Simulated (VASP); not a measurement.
# GaAs: single point with LDA

GaAs:

```xyz
2
Lattice="0.0000 2.8637 2.8637 2.8637 0.0000 2.8637 2.8637 2.8637 0.0000" Properties=species:S:1:pos:R:3 pbc="T T T"
Ga    0.0000    0.0000    0.0000
As    1.4318    1.4318    1.4318
```

The cell was built by a generator and isn't the measured one.

- Program: VASP 6.6.1
- Task: single point
- Functional: LDA
- Potentials or basis: VASP PAW LDA potentials, release 64 (Ga_d, As)
- Cutoff: 520 eV
- k mesh: 8 × 8 × 8
- Occupations: gaussian, width 0.02 eV
- Spin: non-collinear spin, zero start, spin-orbit coupling
- Starting moments: [[0.0, 0.0, 0.0], [0.0, 0.0, 0.0]] μB
- Further INCAR settings: ALGO = Normal; EDIFF = 1e-06; NBANDS = 30

- Pressure: -3.9 GPa
- Net moment: 0.00 μB per cell
- Valence electrons inside the program's atomic spheres: Ga 11.65; As 2.81

Moments on the atoms (μB; x, y, z):
```
Ga  0.00 0.00 0.00
As  0.00 0.00 0.00
```

Wall time 83 s on 1 thread of Intel(R) Xeon(R) 6975P-C (Granite Rapids), on a shared host, peak memory 0.28 GiB.
